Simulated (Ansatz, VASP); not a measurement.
**Cu: VASP beside Ansatz**

```
CELL_PARAMETERS angstrom
0.00000 1.77060 1.77060
1.77060 0.00000 1.77060
1.77060 1.77060 0.00000
ATOMIC_POSITIONS crystal
Cu 0.00000 0.00000 0.00000
```

Change from the starting cell: volume scaled by 0.94.

Alike in both runs: task single point; functional r2SCAN; k mesh 13 × 13 × 13; occupations fermi-dirac, width 0.05 eV; no spin polarisation.

|  | VASP | Ansatz |
| --- | --- | --- |
| version | VASP 6.6.1 | Ansatz 0.2.0 |
| potentials or method | VASP PAW PBE potentials, release 64 (Cu) | Ansatz PAW |
| plane-wave cutoff (eV) | 520 | 500 |
| valence electrons in the cell | 11 | 19 |

Ansatz gave:

```
gap on the k mesh at the Fermi level (eV) : none
pressure (GPa)                            : 5.2
```

Task: What did VASP give for the same quantities?

Result: gap on the k mesh at the Fermi level (eV): none; pressure (GPa): 5.8.

A gap of «none» marks a metal or a gap that the smearing closes. The two sets of potentials don't hold the same shells in valence.

Caveats: the PAW data sets were made with another functional, which shifts forces and pressure a little (VASP); the PAW data sets come from PBE, with cores solved anew for the run's functional, which leaves a small shift of forces and pressure (Ansatz).
